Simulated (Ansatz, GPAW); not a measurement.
# A Pt chain with an Au atom on top of one atom: relaxation, then transmission at several levels, part 3 of 4

How well does a Pt chain with an Au atom on top of one atom conduct once its atoms have relaxed, and how much do cheaper levels lose?

GPAW 26.7.0 and Ansatz 0.2.0; Ansatz plane waves; relaxation of the junction with the lead ends held; PAW set soft_1 (the session's first sound run).

So far, transmission at the Fermi level (one spin): step 3 (plane waves, PBE) 2.17.

## (4) GPAW, dzp

Localised orbitals split the wire into layers that couple to their neighbours alone, which is what the Green's function method needs; double zeta with polarisation is the usual level for numbers.

This step: GPAW LCAO, PAW setups; Landauer transmission from Green's functions with principal layers (ASE), zero bias (GPAW 26.7.0).

Contents of run.py:

```python
import json
import numpy as np
from ase import Atoms
from ase.transport.calculators import TransportCalculator
from gpaw import GPAW, FermiDirac
from gpaw.lcao.tools import get_lcao_hamiltonian
from scipy.linalg import eigh

# The junction with lead layers at both ends, along the third cell vector
device = Atoms(
    ['Pt', 'Pt', 'Pt', 'Pt', 'Pt', 'Pt', 'Pt', 'Pt', 'Pt', 'Au', 'Pt', 'Pt', 'Pt', 'Pt', 'Pt', 'Pt', 'Pt', 'Pt'],
    positions=[
        [4.50000, 4.50000, 1.20000],
        [4.50000, 4.50000, 3.60000],
        [4.50000, 4.50000, 6.00000],
        [4.50000, 4.50000, 8.40000],
        [4.50000, 4.50000, 10.80000],
        [4.50000, 4.50000, 13.20000],
        [4.10965, 4.22558, 15.62667],
        [4.59182, 4.49042, 18.05031],
        [3.65563, 4.97795, 20.39984],
        [5.65318, 3.43738, 20.39905],
        [4.59287, 4.49015, 22.74858],
        [4.11172, 4.22828, 25.17270],
        [4.50000, 4.50000, 27.60000],
        [4.50000, 4.50000, 30.00000],
        [4.50000, 4.50000, 32.40000],
        [4.50000, 4.50000, 34.80000],
        [4.50000, 4.50000, 37.20000],
        [4.50000, 4.50000, 39.60000]],
    cell=[[9.0, 0.0, 0.0], [0.0, 9.0, 0.0], [0.0, 0.0, 40.8]],
    pbc=True)

# One principal layer of the lead: the first 5 atoms of the device
lead = Atoms(
    ['Pt', 'Pt', 'Pt', 'Pt', 'Pt'],
    positions=[
        [4.50000, 4.50000, 1.20000],
        [4.50000, 4.50000, 3.60000],
        [4.50000, 4.50000, 6.00000],
        [4.50000, 4.50000, 8.40000],
        [4.50000, 4.50000, 10.80000]],
    cell=[[9.0, 0.0, 0.0], [0.0, 9.0, 0.0], [0.0, 0.0, 12.0]],
    pbc=True)

settings = dict(mode='lcao', basis='dzp', xc='PBE', h=0.2,
                occupations=FermiDirac(0.1), maxiter=250,
                mixer=dict(beta=0.1, nmaxold=8, weight=100.0),
                convergence=dict(density=0.0001))
energies = np.arange(-2, 2 + 1e-9, 0.025)
eta = 0.0001
n1, n2 = 1, 1
# k and -k transmit alike, so half of the mesh across the current serves
mesh = [(i, j) for i in range(n1) for j in range(n2) if (i, j) <= (-i % n1, -j % n2)]
weights = np.array([1 if (i, j) == (-i % n1, -j % n2) else 2 for i, j in mesh]) / (n1 * n2)


def ground_state(atoms, size, txt):
    atoms.calc = GPAW(kpts={'size': size, 'gamma': True}, symmetry={'tolerance': 1e-3}, txt=txt, **settings)
    atoms.get_potential_energy()
    return atoms.calc.get_fermi_level()


def blocks(atoms, fermi, points, nz, cells):
    """H - E_F S and S between cell 0 and the cells above it, at each point across the current."""
    kz = np.arange(nz) / nz
    calc = atoms.calc.fixed_density(kpts=[(*k, z) for k in points for z in kz], symmetry='off', txt=None)
    H, S = get_lcao_hamiltonian(calc)
    H = (H - fermi * S).reshape(len(H), len(points), nz, *S.shape[1:])
    S = S.reshape(H.shape[1:])
    phases = [np.exp(-2j * np.pi * kz * R) / nz for R in cells]
    return [(np.einsum('skzij,z->ksij', H, p), np.einsum('kzij,z->kij', S, p)) for p in phases]


def pair(a, b):
    return np.block([[a, b], [b.T.conj(), a]])


def count_channels(h, s, cells, nk=240):
    """Half the number of times that the lead's bands cross each energy, unfolded to its shortest repeat."""
    b = len(h) // cells
    bands = []
    for k in (np.arange(nk + 1) + 0.5) / nk:
        hk, sk = h[:b, :b].copy(), s[:b, :b].copy()
        for R in range(1, cells):
            phase, block = np.exp(2j * np.pi * k * R), slice(R * b, (R + 1) * b)
            hk += h[:b, block] * phase + (h[:b, block] * phase).T.conj()
            sk += s[:b, block] * phase + (s[:b, block] * phase).T.conj()
        w, u = eigh(sk)
        x = u[:, w > 1e-5] / w[w > 1e-5]**0.5  # drop near-dependent combinations
        bands.append(np.r_[eigh(x.T.conj() @ hk @ x, eigvals_only=True), [1e9] * (w <= 1e-5).sum()])
    below = np.array(bands)[:, :, None] < energies
    return (below[1:] != below[:-1]).sum((0, 1)) / 2


fermi_lead = ground_state(lead, (1, 1, 10), 'lead.txt')
fermi_device = ground_state(device, (1, 1, 2), 'device.txt')
T, channels, eigen, tail, misfit, shifts = [], [], [], 0.0, 0.0, []
for first in range(0, len(mesh), 342):
    points = [(i / n1, j / n2) for i, j in mesh[first:first + 342]]
    (H0k, S0k), (H1k, S1k), (H2k, _) = blocks(lead, fermi_lead, points, 5, range(3))
    [(Hk, Sk)] = blocks(device, fermi_device, points, 2, [0])
    tail = max(tail, abs(H2k).max())
    for H0, S0, H1, S1, H, S in zip(H0k, S0k, H1k, S1k, Hk, Sk):
        n = len(S0)
        # Shift the lead onto the potential of the device's first layer
        shift = ((H[:, 0, 0] - H0[:, 0, 0]) / S0[0, 0]).real.mean()
        shifts.append(shift)
        misfit = max(misfit, abs(H[:, :n, :n] - H0 - shift * S0).max())
        Tk, Ck, Ek = [], [], []
        for s in range(len(H)):
            t = s % len(H0)  # a lead without moments serves both spins
            h1, s1 = pair(H0[t] + shift * S0, H1[t] + shift * S1), pair(S0, S1)
            leads = dict(h1=h1, s1=s1, energies=energies, eta=eta, eta1=eta, eta2=eta)
            calc = TransportCalculator(h=H[s], s=S, eigenchannels=3, **leads)
            Tk.append(calc.get_transmission())
            Ek.append(np.sort(calc.eigenchannels_ne, axis=0)[::-1])
            Ck.append(count_channels(h1, s1, 10))
        T.append(Tk)
        channels.append(Ck)
        eigen.append(Ek)
T, channels = np.array(T), np.array(channels)
mean, open_channels = np.einsum('kse,k->se', T, weights), np.einsum('kse,k->se', channels, weights)

print(f'basis functions: device {len(S)}, principal layer {n}')
print(f'Fermi level: lead {fermi_lead:.4f} eV, device {fermi_device:.4f} eV; lead shifted by {np.mean(shifts):.4f} eV')
print(f'largest coupling past the next layer {tail:.2e} eV, largest misfit of the first layer {misfit:.3f} eV')
print('  E-E_F (eV)   ' + 'T (one spin)  channels')
for e, t, c in zip(energies, mean.T, open_channels.T):
    print(f'{e:10.3f}  ', *[f'{x:11.4e}' for x in t], *[f'{x:9.4f}' for x in c])

kT = 8.617333e-5 * 300
fine = np.linspace(energies[0], energies[-1], 4001)
both = np.exp(np.interp(fine, energies, np.log(np.maximum(mean.sum(0) * 2 / len(mean), 1e-30))))
fermi = lambda mu: 1 / (1 + np.exp(np.clip((fine - mu) / kT, -200, 200)))
slope = fermi(0) * (1 - fermi(0)) / kT
G = np.trapezoid(both * slope, fine) / 2
seebeck = -np.trapezoid(both * slope * fine, fine) / (2 * G * 300) * 1e6
print(f'conductance at 300 K: {G:.5g} G0 a cell; thermopower {seebeck:.4g} uV/K')
bias = [0.1, 0.2, 0.5, 1.0, 1.5, 2.0]
current = [38.74 * np.trapezoid(both * (fermi(V / 2) - fermi(-V / 2)), fine) for V in bias]
for V, I in zip(bias, current):
    print(f'current from the zero-bias T(E) at {V} V: {I:.5g} uA')
zero = abs(energies).argmin()
json.dump(dict(energies=energies.tolist(), T=mean.tolist(), channels=open_channels.tolist(), G=G, seebeck=seebeck,
               bias=bias, current=current, tail=tail, misfit=misfit, shift=np.mean(shifts), n_device=len(S), n_lead=n,
               fermi=[fermi_lead, fermi_device], energy=device.get_potential_energy(),
               moments=device.get_magnetic_moments().tolist(), mesh=mesh, weights=weights.tolist(),
               T_k=T[:, :, zero].tolist(), eigen=np.array(eigen[0]).tolist()), open('result.json', 'w'))
```

Started as:

```
$ OMP_NUM_THREADS=1 OPENBLAS_NUM_THREADS=1 python run.py
```

The program printed:

```text
basis functions: device 474, principal layer 135
Fermi level: lead -4.5367 eV, device -4.3606 eV; lead shifted by -0.0018 eV
largest coupling past the next layer 8.09e-06 eV, largest misfit of the first layer 0.139 eV
  E-E_F (eV)   T (one spin)  [channel counts left out]
    -2.000    1.8448e+00
    -1.975    1.8079e+00
    -1.950    1.7713e+00
    -1.925    1.7351e+00
    -1.900    1.6998e+00
    -1.875    1.6654e+00
    -1.850    1.6322e+00
    -1.825    1.6001e+00
    -1.800    1.5691e+00
    -1.775    1.5393e+00
    -1.750    1.5109e+00
    -1.725    1.4842e+00
    -1.700    1.4599e+00
    -1.675    1.4389e+00
    -1.650    1.4229e+00
    -1.625    1.4141e+00
[...]
1.825    9.9915e-01
     1.850    9.9915e-01
     1.875    9.9915e-01
     1.900    9.9915e-01
     1.925    9.9915e-01
     1.950    9.9914e-01
     1.975    9.9913e-01
     2.000    9.9911e-01
conductance at 300 K: 2.0909 G0 a cell; thermopower 13 uV/K
current from the zero-bias T(E) at 0.1 V: 16.049 uA
current from the zero-bias T(E) at 0.2 V: 31.316 uA
current from the zero-bias T(E) at 0.5 V: 71.973 uA
current from the zero-bias T(E) at 1.0 V: 145.26 uA
current from the zero-bias T(E) at 1.5 V: 229.77 uA
current from the zero-bias T(E) at 2.0 V: 313.28 uA
```

Wall time 4.8 min (1 thread of Arm Neoverse V1, shared host); peak memory 1.6 GiB.

This step gave:

```
conductance                                    : 2.091 G₀
thermopower                                    : 13.00 μV/K
largest coupling past the next principal layer : 8.09e-6 eV
largest misfit of the first principal layer    : 0.1388 eV
shift that aligns the lead                     : -0.001821 eV
basis functions of the junction                : 474
basis functions of a principal layer           : 135
transmission at the Fermi level (one spin)     : 2.155
```

One spin. The transmission, zone mean by energy, zero at the Fermi level:

energy (eV), transmission, zone mean and a bar:
```
   -2.000       1.84 ############
   -1.800       1.57 ##########
   -1.600       1.42 #########
   -1.400       2.10 ##############
   -1.200       2.65 ##################
   -1.000       3.38 ########################
   -0.850       4.11 ##############################
   -0.800       4.03 #############################
   -0.600       3.91 ############################
   -0.400       3.10 ######################
   -0.200       2.28 ###############
    0.000       2.15 ##############
    0.200       1.02 #####
    0.400       0.72 ###
    0.600       0.55 ##
    0.800       0.49 #
    1.000       0.35 
    1.200       0.90 ####
    1.400       1.00 #####
    1.600       1.00 #####
    1.800       1.00 #####
    2.000       1.00 #####
```

Not self-consistent under bias; the bias window is split evenly. Current through one cell, from the zero-bias transmission against bias:

| bias (V) | current through one cell, from the zero-bias transmission (μA) |
| --- | --- |
| 0.100 | 16.0 |
| 0.200 | 31.3 |
| 0.500 | 72.0 |
| 1.000 | 145 |
| 1.500 | 230 |
| 2.000 | 313 |

The transmission of the three most open eigenchannels by energy, zero at the Fermi level:

| energy (eV) | channel 1 | channel 2 | channel 3 |
| --- | --- | --- | --- |
| -2.000 | 0.995 | 0.730 | 0.121 |
| -1.800 | 0.915 | 0.578 | 0.0760 |
| -1.600 | 0.885 | 0.306 | 0.225 |
| -1.400 | 0.879 | 0.810 | 0.379 |
| -1.200 | 0.995 | 0.903 | 0.596 |
| -1.000 | 0.994 | 0.980 | 0.721 |
| -0.800 | 0.991 | 0.953 | 0.877 |
| -0.600 | 0.994 | 0.935 | 0.915 |
| -0.400 | 0.984 | 0.941 | 0.862 |
| -0.200 | 0.998 | 0.609 | 0.564 |
| 0.000 | 0.986 | 0.674 | 0.471 |
| 0.200 | 0.706 | 0.291 | 0.0210 |
| 0.400 | 0.642 | 0.0736 | 0.00207 |
| 0.600 | 0.502 | 0.0496 | 8.5e-4 |
| 0.800 | 0.491 | 3.4e-7 | 1.6e-10 |
| 1.000 | 0.350 | 3.4e-7 | 4.5e-12 |
| 1.200 | 0.899 | 3.5e-7 | 0 |
| 1.400 | 0.999 | 3.5e-7 | 0 |
| 1.600 | 0.999 | 3.6e-7 | 0 |
| 1.800 | 0.999 | 3.6e-7 | 0 |
| 2.000 | 0.999 | 3.7e-7 | 0 |

At the Fermi level T is 2.15 against 2.17 in plane waves. Couplings past the next layer reach 8.1e-6 eV, small enough to drop; the matrix elements of the cell's first layer differ from the bulk lead's by up to 0.14 eV. That layer keeps its own values in the calculation, and only beyond it is the lead taken as perfect. The Fermi levels of lead and junction count from different zeros of potential, one for each periodic cell; with both set to zero, the small remaining shift is what aligns them. Without spin-orbit coupling, which is large for these atoms, channel counts and T are those of the scalar-relativistic bands. By hand: G = 2.091 × 77.48 μS = 162 μS, a resistance of 6.17 kΩ; at 0.1 V a linear junction would pass 16.2 μA, and the integral over the bias window gives 16.0 μA. Mott's formula, S = -(π²/3)(k_B²T/e) d ln T/dE, has the prefactor 7.33 μV/K·eV at 300 K; T = 2.229 at -0.025 eV and 2.037 at 0.025 eV give a slope of -1.81 per eV and S = 13.2 μV/K, beside 13.0 μV/K from the thermal integral, which interpolates the same grid.

## (5) GPAW, szp: basis = "szp(dzp)"

The second zeta is dropped, the polarisation orbitals stay.

Edit run.py of step 4 so:

```diff
@@ -45,3 +45,3 @@
 
-settings = dict(mode='lcao', basis='dzp', xc='PBE', h=0.2,
+settings = dict(mode='lcao', basis='szp(dzp)', xc='PBE', h=0.2,
                 occupations=FermiDirac(0.1), maxiter=250,
```

The program printed:

```text
basis functions: device 264, principal layer 75
Fermi level: lead -4.6629 eV, device -4.4523 eV; lead shifted by -0.0033 eV
largest coupling past the next layer 8.13e-06 eV, largest misfit of the first layer 0.138 eV
  E-E_F (eV)   T (one spin)  [channel counts left out]
    -2.000    1.7980e+00
    -1.975    1.7659e+00
    -1.950    1.7331e+00
[...]
1.975    9.9911e-01
     2.000    9.9909e-01
conductance at 300 K: 2.087 G0 a cell; thermopower 13.75 uV/K
current from the zero-bias T(E) at 0.1 V: 16.016 uA
current from the zero-bias T(E) at 0.2 V: 31.234 uA
current from the zero-bias T(E) at 0.5 V: 71.566 uA
current from the zero-bias T(E) at 1.0 V: 144.29 uA
current from the zero-bias T(E) at 1.5 V: 228.09 uA
current from the zero-bias T(E) at 2.0 V: 309.2 uA
```

Wall time 2.2 min (1 thread); peak memory 1.5 GiB.

This step gave:

```
conductance                                    : 2.087 G₀
thermopower                                    : 13.75 μV/K
largest coupling past the next principal layer : 8.13e-6 eV
largest misfit of the first principal layer    : 0.1379 eV
shift that aligns the lead                     : -0.003322 eV
basis functions of the junction                : 264
basis functions of a principal layer           : 75
transmission at the Fermi level (one spin)     : 2.152
```

One spin. Table of transmission, zone mean by energy, zero at the Fermi level:

| energy (eV) | transmission, zone mean |
| --- | --- |
| -2.000 | 1.80 |
| -1.800 | 1.55 |
| -1.600 | 1.47 |
| -1.400 | 2.03 |
| -1.200 | 2.56 |
| -1.000 | 3.19 |
| -0.800 | 3.91 |
| -0.625 | 3.93 |
| -0.600 | 3.92 |
| -0.400 | 3.12 |
| -0.200 | 2.29 |
| 0.000 | 2.15 |
| 0.200 | 0.986 |
| 0.400 | 0.686 |
| 0.600 | 0.514 |
| 0.800 | 0.543 |
| 1.000 | 0.453 |
| 1.200 | 0.665 |
| 1.400 | 0.996 |
| 1.600 | 0.999 |
| 1.800 | 0.999 |
| 2.000 | 0.999 |

The conductance equals that of the dzp run to 0.2 %.

## (6) Minimal basis

The minimal basis is the cheapest rung: no second zeta and no polarisation.

Edit run.py of step 5 so:

```diff
@@ -45,3 +45,3 @@
 
-settings = dict(mode='lcao', basis='szp(dzp)', xc='PBE', h=0.2,
+settings = dict(mode='lcao', basis='sz(dzp)', xc='PBE', h=0.2,
                 occupations=FermiDirac(0.1), maxiter=250,
```

The program printed:

```text
basis functions: device 210, principal layer 60
Fermi level: lead -4.6766 eV, device -4.4581 eV; lead shifted by -0.0022 eV
largest coupling past the next layer 8.11e-06 eV, largest misfit of the first layer 0.051 eV
  E-E_F (eV)   T (one spin)  [channel counts left out]
    -2.000    1.7341e+00
    -1.975    1.7070e+00
    -1.950    1.6795e+00
[...]
1.975    9.9892e-01
     2.000    9.9890e-01
conductance at 300 K: 2.0488 G0 a cell; thermopower 14.4 uV/K
current from the zero-bias T(E) at 0.1 V: 15.727 uA
current from the zero-bias T(E) at 0.2 V: 30.699 uA
current from the zero-bias T(E) at 0.5 V: 70.909 uA
current from the zero-bias T(E) at 1.0 V: 144.78 uA
current from the zero-bias T(E) at 1.5 V: 228.39 uA
current from the zero-bias T(E) at 2.0 V: 307.61 uA
```

The job ended after 1.7 min (1 thread; peak memory 1.4 GiB).

Numbers from this step:

```yaml
conductance: 2.049 G₀
thermopower: 14.40 μV/K
largest_coupling_past_the_next_principal_layer: 8.11e-6 eV
largest_misfit_of_the_first_principal_layer: 0.05078 eV
shift_that_aligns_the_lead: -0.002154 eV
basis_functions_of_the_junction: 210
basis_functions_of_a_principal_layer: 60
transmission_at_the_fermi_level_one_spin: 2.111
```

One spin. The transmission, zone mean by energy, zero at the Fermi level:

energy (eV), transmission, zone mean and a bar:
```
   -2.000       1.73 #############
   -1.900       1.62 ############
   -1.800       1.53 ###########
   -1.700       1.48 ###########
   -1.600       1.54 ###########
   -1.500       1.90 ##############
   -1.400       2.15 ################
   -1.300       2.38 ##################
   -1.200       2.60 ####################
   -1.100       2.83 #####################
   -1.000       3.16 ########################
   -0.900       3.50 ###########################
   -0.800       3.86 ##############################
   -0.700       3.82 #############################
   -0.600       3.92 ##############################
   -0.500       3.62 ############################
   -0.400       3.18 ########################
   -0.300       2.84 ######################
   -0.200       2.28 #################
   -0.100       2.25 #################
    0.000       2.11 ################
    0.100       1.47 ###########
    0.200       0.99 #######
    0.300       0.79 ######
    0.400       0.69 #####
    0.500       0.60 ####
    0.600       0.49 ###
    0.700       0.46 ###
    0.800       0.54 ####
    0.900       0.54 ####
    1.000       0.44 ###
    1.100       0.09 
    1.200       0.58 ####
    1.300       0.96 #######
    1.400       1.00 #######
    1.500       1.00 #######
    1.600       1.00 #######
    1.700       1.00 #######
    1.800       1.00 #######
    1.900       1.00 #######
    2.000       1.00 #######
```

The conductance, 2.05 G₀, lies 2.0 % below that of the dzp run.

## (7) RPBE in the dzp basis: xc = "RPBE"

Back in the dzp basis, the functional changes from PBE to RPBE, to set the spread between functionals beside that between bases.

Edit run.py of step 6 so:

```diff
@@ -45,3 +45,3 @@
 
-settings = dict(mode='lcao', basis='sz(dzp)', xc='PBE', h=0.2,
+settings = dict(mode='lcao', basis='dzp', xc='RPBE', h=0.2,
                 occupations=FermiDirac(0.1), maxiter=250,
```

The program printed:

```text
basis functions: device 474, principal layer 135
Fermi level: lead -4.4322 eV, device -4.2541 eV; lead shifted by -0.0008 eV
largest coupling past the next layer 8.00e-06 eV, largest misfit of the first layer 0.141 eV
  E-E_F (eV)   T (one spin)  [channel counts left out]
    -2.000    1.8480e+00
    -1.975    1.8118e+00
    -1.950    1.7760e+00
[...]
1.975    9.9914e-01
     2.000    9.9913e-01
conductance at 300 K: 2.0851 G0 a cell; thermopower 12.97 uV/K
current from the zero-bias T(E) at 0.1 V: 16.012 uA
current from the zero-bias T(E) at 0.2 V: 31.276 uA
current from the zero-bias T(E) at 0.5 V: 71.917 uA
current from the zero-bias T(E) at 1.0 V: 144.24 uA
current from the zero-bias T(E) at 1.5 V: 228.11 uA
current from the zero-bias T(E) at 2.0 V: 311.41 uA
```

Wall time 4.9 min (1 thread); peak memory 1.6 GiB.

Numbers from this step:

| Item | Value |
| --- | --- |
| conductance | 2.085 G₀ |
| thermopower | 12.97 μV/K |
| largest coupling past the next principal layer | 8.00e-6 eV |
| largest misfit of the first principal layer | 0.1414 eV |
| shift that aligns the lead | -8.28e-4 eV |
| basis functions of the junction | 474 |
| basis functions of a principal layer | 135 |
| transmission at the Fermi level (one spin) | 2.145 |

One spin. Transmission, zone mean against energy, zero at the Fermi level:

| energy (eV) | transmission, zone mean |
| --- | --- |
| -2.000 | 1.85 |
| -1.800 | 1.58 |
| -1.600 | 1.44 |
| -1.550 | 2.08 |
| -1.400 | 2.09 |
| -1.200 | 2.66 |
| -1.000 | 3.41 |
| -0.850 | 4.07 |
| -0.800 | 3.98 |
| -0.600 | 3.89 |
| -0.400 | 3.04 |
| -0.200 | 2.28 |
| 0.000 | 2.15 |
| 0.200 | 1.02 |
| 0.400 | 0.714 |
| 0.600 | 0.549 |
| 0.800 | 0.496 |
| 1.000 | 0.372 |
| 1.200 | 0.881 |
| 1.400 | 0.999 |
| 1.600 | 0.999 |
| 1.800 | 0.999 |
| 2.000 | 0.999 |

The conductance, 2.09 G₀, lies 0.3 % below that of the dzp run.

(Part 3 of 4 ends here.)

[Logs are printed without paths, hosts, clocks, repeated set-up lines and the standing remarks that a program may print on its own settings, such as how far it seeks lower states.]

[Hosts, paths, dates, database ids (printed as entryN), source tags and the programs' standing remarks are cut or masked in the printed files.]
